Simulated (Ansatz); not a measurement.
A run of Ansatz 0.2.0 is set up as follows.

File input.yaml:

```yaml
crystal:
  lattice:
    - [3.1339080219, 0.0, 0.0]
    - [-1.566954011, 2.7140439601, 0.0]
    - [0.0, 0.0, 5.41676772]
  atoms:
    - { symbol: Hf, position: [0.3333333333, 0.6666666667, 0.25] }
    - { symbol: Hf, position: [0.6666666667, 0.3333333333, 0.75] }
    - { symbol: "N", position: [0.0, 0.0, 0.5] }
    - { symbol: "N", position: [0.0, 0.0, 0.0] }
hamiltonian:
  xc: pbesol
  pseudopotentials: { kind: paw }
kpoints:
  mp_grid: { grid: [10, 10, 5] }
scf:
  occupations: { method: fermi_dirac, width: 0.05 }
output:
  forces: true
  stress: true
  eigenvalues: true
relax:
  f_tol: 0.01
  max_steps: 40
  cell: { stress_tol: 0.05, p_target: 20.0 }
```

Potentials or basis: Ansatz PAW.

Launch:

```sh
$ ansatz run input.yaml --threads 2 --pin off --max-ram 5632MiB --backend cpu --events-out ev --progress --plain --runs-dir out
```

(1) What does it give for the relaxed cell?

(2) Estimate the relaxed volume.

## Answers

(1) a = 3.061 Å, b = 3.061 Å, c = 5.283 Å, α = 90.00°, β = 90.00°, γ = 120.00°.

(2) 10.72 Å³/atom.

Caveat: the pressure holds a Pulay correction of +0.6 GPa for the finite cutoff; the PAW data sets come from PBE, with cores solved anew for the run's functional, which leaves a small shift of forces and pressure.
